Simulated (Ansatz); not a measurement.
A run of Ansatz 0.2.0 is set up as follows.

input.yaml

```yaml
crystal:
  lattice:
    - [3.2274645616, 0.0, 0.0]
    - [-1.6137322808, 2.7950663001, 0.0]
    - [0.0, 0.0, 6.31247342]
  atoms:
    - { symbol: Mo, position: [0.0, 0.0, 0.5] }
    - { symbol: S, position: [0.6666666667, 0.3333333333, 0.74468068] }
    - { symbol: S, position: [0.3333333333, 0.6666666667, 0.25531932] }
hamiltonian:
  xc: pbesol
  pseudopotentials: { kind: paw }
kpoints:
  mp_grid: { grid: [8, 8, 4] }
scf:
  occupations: { method: fermi_dirac, width: 0.05 }
output:
  forces: true
  stress: true
elastic:
  mode: relaxed_ion
  stencil: two_point
```

Potentials or basis: Ansatz PAW.

Command:

```bash
$ ansatz run input.yaml --threads 2 --pin off --max-ram 5632MiB --backend cpu --events-out ev --progress --plain --runs-dir out
```

**Question.** Predict the Voigt bulk modulus.

**Answer.** 33 GPa.

**Question.** Predict the band gap on the k mesh.

**Answer.** None (metal or under the smearing width).

Elastic tensor in Voigt notation (GPa, in the Cartesian axes of the cell as first typed):
```
152  -8   0   2   0   0
 -8 152   0  -2   0   0
  3   3  -1   0   0   0
  2  -2   0   6   0   0
  0   0   0   0   6   2
  0   0   0   0   2  80
```

Caveat: the cell is more than 3 GPa from zero pressure, which shifts response properties; the elastic tensor has a negative eigenvalue, so either the cell is unstable as it stands or the mesh is too thin; this functional lacks dispersion, which binds the layers, so the pressure and a relaxed spacing across them are unreliable; the PAW data sets come from PBE, with cores solved anew for the run's functional, which leaves a small shift of forces and pressure.
